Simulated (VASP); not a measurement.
# IrO2 (P4_2/mnm) in VASP: further runs

Runs on IrO2. Level: PBEsol. Tasks: relaxation of cell and atoms.

The COD entry that gives the cell may itself be a prediction, so a difference from it is no test against experiment.

Everything below comes from runs of VASP 6.6.1. Logs are shortened: lines on timing, memory, paths and dates and some standing lists are left out, and cuts for length are marked.

## Step 1: The crystal as given

The structure is tetragonal, space group P4_2/mnm (No. 136). The conventional cell has a = 4.505 Å, b = 4.505 Å, c = 3.159 Å, α = 90.00°, β = 90.00°, γ = 90.00°. Ir (site symmetry mmm) is surrounded by 6 O at 1.96 to 2.00 Å. O (site symmetry m2m) has 3 Ir at 1.96 to 2.00 Å as nearest neighbours.

## Step 2: Relaxation of cell and atoms, PBEsol

INCAR reads:

```
SYSTEM = IrO2
  PREC = Accurate
  ENCUT = 600
  EDIFF = 1E-6
  ISMEAR = 1
  SIGMA = 0.1
  LREAL = .False.
  LASPH = .True.
  NELM = 80
  ALGO = Normal
  ISIF = 3
  LWAVE = .False.
  LCHARG = .False.
  GGA = PS
  IBRION = 2
  NSW = 90
  EDIFFG = -0.01
  KPAR = 4
```

KPOINTS reads:

```
Automatic mesh
0
Gamma
  8 8 12
  0 0 0
```

POSCAR reads:

```
IrO2
1.0
    4.5051000000      0.0000000000      0.0000000000
    0.0000000000      4.5051000000      0.0000000000
    0.0000000000      0.0000000000      3.1586000000
Ir O
2 4
Direct
    0.0000000000      0.0000000000      0.0000000000
    0.5000000000      0.5000000000      0.5000000000
    0.3077000000      0.3077000000      0.0000000000
    0.1923000000      0.8077000000      0.5000000000
    0.6923000000      0.6923000000      0.0000000000
    0.8077000000      0.1923000000      0.5000000000
```

Potentials or basis: VASP PAW PBE potentials, release 64 (Ir, O).

Run with:

```bash
> cat potpaw_PBE.64/Ir/POTCAR potpaw_PBE.64/O/POTCAR > POTCAR
> mpirun -np 4 vasp_std > vasp.out
```

OUTCAR:

```text
SYSTEM = IrO2
   PREC = Accurate
   ENCUT = 600
   EDIFF = 1E-6
   ISMEAR = 1
   LREAL = .False.
   LASPH = .True.
   NELM = 80
   ISIF = 3
   GGA = PS
   IBRION = 2
   NSW = 90
   EDIFFG = -0.01

 ion  position               nearest neighbor table
   1  0.000  0.000  0.000-   3 1.96   5 1.96   4 2.00   6 2.00   4 2.00   6 2.00
   2  0.500  0.500  0.500-   4 1.96   6 1.96   5 2.00   3 2.00   3 2.00   5 2.00
   3  0.308  0.308  0.000-   1 1.96   2 2.00   2 2.00
   4  0.192  0.808  0.500-   2 1.96   1 2.00   1 2.00
   5  0.692  0.692  0.000-   1 1.96   2 2.00   2 2.00
   6  0.808  0.192  0.500-   2 1.96   1 2.00   1 2.00

  LATTYP: Found a simple tetragonal cell.
 ALAT       =     4.5051000000
 C/A-ratio  =     0.7011165124

  Lattice vectors:

 A1 = (   4.5051000000,   0.0000000000,   0.0000000000)
 A2 = (   0.0000000000,   4.5051000000,   0.0000000000)
 A3 = (   0.0000000000,   0.0000000000,   3.1586000000)

Analysis of symmetry for initial positions (statically):
=====================================================================
 Subroutine PRICEL returns:
 Original cell was already a primitive cell.

 Routine SETGRP: Setting up the symmetry group for a
 simple tetragonal supercell.

 Subroutine GETGRP returns: Found 16 space group operations
 (whereof  8 operations were pure point group operations)
 out of a pool of 16 trial point group operations.

The static configuration has the point symmetry D_2h.
 The point group associated with its full space group is D_4h.

Analysis of symmetry for dynamics (positions and initial velocities):
=====================================================================
 Subroutine PRICEL returns:
 Original cell was already a primitive cell.

 Routine SETGRP: Setting up the symmetry group for a
 simple tetragonal supercell.

 Subroutine GETGRP returns: Found 16 space group operations
 (whereof  8 operations were pure point group operations)
 out of a pool of 16 trial point group operations.

The dynamic configuration has the point symmetry D_2h.
 The point group associated with its full space group is D_4h.

 Subroutine INISYM returns: Found 16 space group operations
 (whereof  8 operations are pure point group operations),
 and found     1 'primitive' translations

----------------------------------------------------------------------------------------

                                     Primitive cell

  volume of cell :      64.1067

  direct lattice vectors                    reciprocal lattice vectors
     4.505100000  0.000000000  0.000000000     0.221970655  0.000000000  0.000000000
     0.000000000  4.505100000  0.000000000     0.000000000  0.221970655  0.000000000
     0.000000000  0.000000000  3.158600000     0.000000000  0.000000000  0.316595960

  length of vectors
     4.505100000  4.505100000  3.158600000     0.221970655  0.221970655  0.316595960

  position of ions in fractional coordinates (direct lattice)
     0.000000000  0.000000000  0.000000000
     0.500000000  0.500000000  0.500000000
     0.307700000  0.307700000  0.000000000
     0.192300000  0.807700000  0.500000000
     0.692300000  0.692300000  0.000000000
     0.807700000  0.192300000  0.500000000

  ion indices of the primitive-cell ions
   primitive index   ion index
                 1           1
                 2           2
                 3           3
                 4           4
                 5           5
                 6           6

----------------------------------------------------------------------------------------

 KPOINTS: Automatic mesh

Automatic generation of k-mesh.
 Grid dimensions read from file:
 generate k-points for:    8    8   12

 Generating k-lattice:

  Cartesian coordinates                     Fractional coordinates (reciprocal lattice)
     0.027746332  0.000000000  0.000000000     0.125000000  0.000000000  0.000000000
     0.000000000  0.027746332  0.000000000     0.000000000  0.125000000  0.000000000
     0.000000000  0.000000000  0.026382997     0.000000000  0.000000000  0.083333333

  Length of vectors
     0.027746332  0.027746332  0.026382997

  Shift w.r.t. Gamma in fractional coordinates (k-lattice)
     0.000000000  0.000000000  0.000000000

 Subroutine IBZKPT returns following result:
 ===========================================

 Found    105 irreducible k-points:

 Following reciprocal coordinates:
            Coordinates               Weight
  0.000000  0.000000  0.000000      1.000000
  0.125000  0.000000  0.000000      4.000000
  0.250000  0.000000  0.000000      4.000000
  0.375000  0.000000  0.000000      4.000000
  0.500000  0.000000  0.000000      2.000000
  0.125000  0.125000  0.000000      4.000000
[... 16 lines left out ...]
  0.375000  0.125000  0.083333     16.000000
  0.500000  0.125000  0.083333      8.000000
 [... further k-points ...]
   k-points           NKPTS =    105   k-points in BZ     NKDIM =    105   number of bands    NBANDS=     25
   number of dos      NEDOS =    301   number of ions     NIONS =      6
   total plane-waves  NPLWV =  36288
   dimension x,y,z NGX =    36 NGY =   36 NGZ =   28
   dimension x,y,z NGXF=    72 NGYF=   72 NGZF=   56
   ions per type =               2   4
   NGX,Y,Z   is equivalent  to a cutoff of  13.28, 13.28, 14.74 a.u.
   NGXF,Y,Z  is equivalent  to a cutoff of  26.57, 26.57, 29.47 a.u.
 SYSTEM =  IrO2
   PREC   = accura    normal or accurate (medium, high low for compatibility)
   ISTART =      0    job   : 0-new  1-cont  2-samecut
   ICHARG =      2    charge: 1-file 2-atom 10-const
   ISPIN  =      1    spin polarized calculation?
   LNONCOLLINEAR =      F non collinear calculations
   LSORBIT =      F    spin-orbit coupling
   LASPH  =      T    aspherical Exc in radial PAW
   ENCUT  =  600.0 eV  44.10 Ry    6.64 a.u.   9.00  9.00  6.31*2*pi/ulx,y,z
   NELM   =     80;   NELMIN=  2; NELMDL= -5     # of ELM steps
   EDIFF  = 0.1E-05   stopping-criterion for ELM
   LREAL  =      F    real-space projection
   EDIFFG = -.1E-01   stopping-criterion for IOM
   NSW    =     90    number of steps for IOM
   IBRION =      2    ionic relax: 0-MD 1-quasi-New 2-CG
   NFREE  =      1    steps in history (QN), initial steepest desc. (CG)
   ISIF   =      3    stress and relaxation
   ISYM   =      2    0-nonsym 1-usesym 2-fastsym
   POTIM  = 0.5000    time-step for ionic-motion
   TEBEG  =    0.0;   TEEND  =   0.0 temperature during run
   PSTRESS=    0.0 pullay stress
   NELECT =      42.0000    total number of electrons
   NUPDOWN=      -1.0000    fix difference up-down
   EMIN   =  10.00;   EMAX   =-10.00  energy-range for DOS
   EFERMI =   0.00;   METHOD = LEGACY
   ISMEAR =     1;   SIGMA  =   0.10  broadening in eV -4-tet -1-fermi 0-gaus
   EFERMI_NEDOS =   21; number of points for ismear=-14 and -15
   IALGO  =     38    algorithm
   IMIX   =      4    mixing-type and parameters
     AMIX     =   0.40;   BMIX     =  1.00
     AMIX_MAG =   1.60;   BMIX_MAG =  1.00
  volume/ion in A,a.u.               =      10.68        72.10
  Fermi-wavevector in a.u.,A,eV,Ry     =   1.421860  2.686925 27.506696  2.021685
  Thomas-Fermi vector in A             =   2.542625
   LORBIT       =      0    0 simple, 1 ext, 2 COOP (PROOUT), +10 PAW based schemes
   GGA     = PS    functional components
   LHFCALC =     F    Hartree Fock is set to
   AEXX    =    0.0000 exact exchange contribution
   IVDW    =     0    specifies the selected vdW correction
   LEPSILON=     F    determine dielectric tensor
   LRPA    =     F    only Hartree local field effects (RPA)
 conjugate gradient relaxation of ions
 non-spin polarized calculation
 Methfessel and Paxton  Order N= 1 SIGMA  =   0.10
  energy-cutoff  :      600.00
  volume of cell :       64.11
 maximum number of plane-waves:      2168
 NGX is ok and might be reduce to    36
   NGX = 17   NGY = 17   NGZ = 13

--------------------------------------- Ionic step        1  -------------------------------------------

 number of electron      41.9999996 magnetization

 Free energy of the ion-electron system (eV)
  ---------------------------------------------------
  ext. energy  EPLUGINS =         0.00000000
  ---------------------------------------------------
  free energy    TOTEN  =       -45.56203876 eV

  energy without entropy =      -45.56332020  energy(sigma->0) =      -45.56246591

------------------------ aborting loop because EDIFF is reached ----------------------------------------

  FORCE on cell =-STRESS in cart. coord.  units (eV):
  Direction    XX          YY          ZZ          XY          YZ          ZX
  --------------------------------------------------------------------------------------
  -------------------------------------------------------------------------------------
  Total       -0.8883369     -0.8883369     -0.7043051     -0.0000000      0.0000000      0.0000000
  in kB      -22.2016254    -22.2016254    -17.6022380     -0.0000000      0.0000000      0.0000000
  external PRESSURE =     -20.6684963 kB  Pullay stress =       0.0000000 kB
[... 305 lines left out ...]
  energy  without entropy=      -45.5691141756  energy(sigma->0) =      -45.56834304

--------------------------------------- Ionic step        9  -------------------------------------------

 number of electron      41.9999992 magnetization

 Free energy of the ion-electron system (eV)
  ---------------------------------------------------
  ext. energy  EPLUGINS =         0.00000000
  ---------------------------------------------------
  free energy    TOTEN  =       -45.56795709 eV

  energy without entropy =      -45.56911660  energy(sigma->0) =      -45.56834360

 E-fermi :   6.1664     XC(G=0): -12.3071

 val. band max:        6.1616747244   @ k =   0.3750   0.3750   0.1667
 cond. band min:       6.1772435025   @ k =   0.2500   0.0000   0.3333
 fundamental gap:      0.0155687781
 Fermi energy:         6.1664360517

 k-point     1 :       0.0000    0.0000    0.0000
  band No.  band energies     occupation
      1     -15.1063      2.00000
      2     -13.8645      2.00000
      3     -12.7339      2.00000
      4     -12.7339      2.00000
      5      -3.8335      2.00000
      6      -3.5890      2.00000
[... 661 lines left out ...]
     24       9.4086      0.00000
     25       9.8194      0.00000

 [... further k-points ...]

------------------------ aborting loop because EDIFF is reached ----------------------------------------

  FORCE on cell =-STRESS in cart. coord.  units (eV):
  Direction    XX          YY          ZZ          XY          YZ          ZX
  --------------------------------------------------------------------------------------
  -------------------------------------------------------------------------------------
  Total       -0.0459052     -0.0459052      0.0077025     -0.0000000      0.0000000      0.0000000
  in kB       -1.1560032     -1.1560032      0.1939683     -0.0000000      0.0000000      0.0000000
  external PRESSURE =      -0.7060127 kB  Pullay stress =       0.0000000 kB
[... 21 lines left out ...]
  FREE ENERGIE OF THE ION-ELECTRON SYSTEM (eV)
  ---------------------------------------------------
  free  energy   TOTEN  =       -45.5679570946 eV

  energy  without entropy=      -45.5691165958  energy(sigma->0) =      -45.56834360

 reached required accuracy - stopping structural energy minimisation
```

Run time: 76 s. Hardware: 4 MPI ranks of Intel Xeon 6975P-C (Granite Rapids), shared host; peak memory 0.32 GiB.

What came out:

```yaml
Free_energy: -45.5680 eV
Relaxed_volume: 10.60 Å³/atom
Relaxed_cell: a = 4.485 Å, b = 4.485 Å, c = 3.164 Å, α = 90.00°, β = 90.00°, γ = 90.00°
Space_group_after_relaxing_to_0.05_Å: P4_2/mnm (No. 136)
Energy_gained_by_relaxing: 1.0 meV/atom
Ionic_steps: 9
Pressure_after_relaxing: -0.1 GPa
Largest_force_after_relaxing: 0.008 eV/Å
Band_gap_on_the_k_mesh: none (metal or under the smearing width)
```

Forces in eV/Å, atoms in the order of the input:
```
Ir   0.000  0.000  0.000
Ir   0.000  0.000  0.000
O   -0.005 -0.005  0.000
O    0.005 -0.005  0.000
O    0.005  0.005  0.000
O   -0.005  0.005  0.000
```

The path:
```
step  energy change (eV)  largest force (eV/Å)  pressure (GPa)  volume (Å³)
   1              0.0000                0.1510           -2.07        64.11
   2              0.0064                0.1025            4.22        62.84
   3             -0.0041                0.0571            0.31        63.61
   4             -0.0058                0.0206            0.08        63.60
   5             -0.0059                0.0114            0.03        63.59
   6             -0.0059                0.0124            0.05        63.59
   7             -0.0059                0.0166            0.06        63.59
   8             -0.0059                0.0130            0.05        63.59
   9             -0.0059                0.0077           -0.07        63.62
```

Final structure:
```cif
data_structure
_symmetry_space_group_name_H-M 'P 1'
_symmetry_Int_Tables_number 1
_cell_length_a 4.4845
_cell_length_b 4.4845
_cell_length_c 3.1636
_cell_angle_alpha 90.000
_cell_angle_beta 90.000
_cell_angle_gamma 90.000
_cell_volume 63.62
loop_
_atom_site_label
_atom_site_type_symbol
_atom_site_fract_x
_atom_site_fract_y
_atom_site_fract_z
_atom_site_occupancy
Ir1 Ir 0.00000 0.00000 0.00000 1
Ir2 Ir 0.50000 0.50000 0.50000 1
O1 O 0.30888 0.30888 0.00000 1
O2 O 0.19112 0.80888 0.50000 1
O3 O 0.69112 0.69112 0.00000 1
O4 O 0.80888 0.19112 0.50000 1
```

Caveat: the PAW data sets were made with another functional, which shifts forces and pressure a little.

## Step 3: Relaxation of cell and atoms, PBEsol

This run uses another cell than the first one, of 10.60 Å³/atom, 0.992 times its volume.

Changes to INCAR since step 2:

```diff
@@ -3,3 +3,3 @@
   ENCUT = 600
-  EDIFF = 1E-6
+  EDIFF = 1E-7
   ISMEAR = 1
@@ -16,3 +16,3 @@
   NSW = 90
-  EDIFFG = -0.01
+  EDIFFG = -0.005
   KPAR = 4
```

KPOINTS is that of step 2.

POSCAR reads:

```
IrO2                                    
1.0
    4.4845155486      0.0000000000      0.0000000000
   -0.0000000000      4.4845155486      0.0000000000
    0.0000000000      0.0000000000      3.1636025679
  Ir              O             
     2     4
Direct
     0.0000000000000000    1.0000000000000000    1.0000000000000000
     0.5000000000000000    0.5000000000000000    0.5000000000000000
     0.3088788507709553    0.3088788507709553    0.0000000000000000
     0.1911211492290447    0.8088788507709552    0.5000000000000000
     0.6911211492290448    0.6911211492290448    0.0000000000000000
     0.8088788507709552    0.1911211492290447    0.5000000000000000
```

Potentials or basis: VASP PAW PBE potentials, release 64 (Ir, O).

Run with:

```bash
> cat potpaw_PBE.64/Ir/POTCAR potpaw_PBE.64/O/POTCAR > POTCAR
> mpirun -np 4 vasp_std > vasp.out
```

Run time: 39 s. Hardware: 4 MPI ranks of Intel Xeon 6975P-C (Granite Rapids), shared host; peak memory 0.31 GiB.

The run converged. Its results:

```yaml
Free_energy: -45.5668 eV
Relaxed_volume: 10.60 Å³/atom
Relaxed_cell: a = 4.484 Å, b = 4.484 Å, c = 3.164 Å, α = 90.00°, β = 90.00°, γ = 90.00°
Space_group_after_relaxing_to_0.05_Å: P4_2/mnm (No. 136)
Energy_gained_by_relaxing: 0.0 meV/atom
Ionic_steps: 3
Pressure_after_relaxing: 0.0 GPa
Band_gap_on_the_k_mesh: none (metal or under the smearing width)
```

Final structure:
```
CELL_PARAMETERS angstrom
4.48377 0.00000 0.00000
0.00000 4.48377 0.00000
0.00000 0.00000 3.16379
ATOMIC_POSITIONS crystal
Ir 0.00000 0.00000 0.00000
Ir 0.50000 0.50000 0.50000
O 0.30885 0.30885 0.00000
O 0.19115 0.80885 0.50000
O 0.69115 0.69115 0.00000
O 0.80885 0.19115 0.50000
```

Levels at points of the mesh, in eV from the Fermi level:
| k point | band 17 | band 18 | band 19 | band 20 | band 21 | band 22 | band 23 | band 24 | band 25 |
| --- | --- | --- | --- | --- | --- | --- | --- | --- | --- |
| (0.00, 0.00, 0.00) | -2.49 | -2.49 | -2.39 | -2.32 | -2.23 | 0.74 | 1.26 | 4.14 | 4.18 |
| (0.50, 0.00, 0.00) | -1.66 | -1.66 | -1.33 | -1.33 | -0.31 | -0.31 | 3.57 | 3.57 | 3.63 |
| (0.50, 0.50, 0.00) | -2.53 | -2.53 | -2.45 | -2.45 | 0.20 | 0.20 | 2.51 | 2.51 | 4.17 |
| (0.00, 0.00, 0.50) | -1.96 | -1.96 | -0.69 | -0.69 | 0.27 | 0.27 | 2.24 | 2.24 | 2.75 |
| (0.50, 0.00, 0.50) | -2.83 | -2.83 | -1.82 | -1.82 | 0.55 | 0.55 | 1.11 | 1.11 | 4.56 |
| (0.50, 0.50, 0.50) | -1.86 | -1.86 | -1.25 | -1.25 | -0.50 | -0.50 | 2.19 | 2.19 | 3.22 |

Caveat: the PAW data sets were made with another functional, which shifts forces and pressure a little.
